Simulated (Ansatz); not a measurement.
# Clamped-ion strain scan in InSe

These are results of DFT PBEsol, scalar-relativistic, plane waves, PAW (Ansatz), not measurements. Settings: plane waves to 420 eV, k-mesh 8×8×6 (Γ-centred), Gaussian smearing 0.05 eV. No spin polarisation. Energies are free energies at this smearing, counted from the undisturbed cell; pressure is positive in compression.

The undisturbed cell (relaxed at this level; this form isn't the usual structure):

```
In Se
1.0
     5.87493   -2.05527   -0.00529
     5.87493    2.05527   -0.00529
    -1.60512    0.00000    4.27209
In Se
2 2
Direct
  0.88580 0.88580 0.02905
  0.11420 0.11420 0.97095
  0.65472 0.65472 0.63749
  0.34528 0.34528 0.36251
```

The cell is strained by ε times the Voigt pattern (1, 0, 0, 0, 0, 0) (xx, yy, zz, yz, xz, xy; engineering shear) with fractional coordinates fixed.

```
      ε  ΔE (meV/atom) stress summed along the pattern (GPa, tension positive) pressure (GPa) gap on the mesh (eV)
-0.1500          381.7                                                   -39.08            19.1                  0.17
-0.0750           75.9                                                   -13.98             6.9                  0.63
 0.0000            0.0                                                     0.00             0.0                  0.69
 0.0375           13.8                                                     4.34            -2.2                  0.44
 0.1125              ?                                                     9.43               ?                  0.00
```

Where the gap reads zero the k-mesh, chosen for the insulator, is on the coarse side.

Task: Give the withheld values.

Result: ΔE (meV/atom) at ε = 0.1125: 101.0; pressure (GPa) at ε = 0.1125: -4.9.

Cost: 5 runs of about 2.4 core-minutes in all, on Intel Xeon Processor @ 2.70GHz (shared hosts).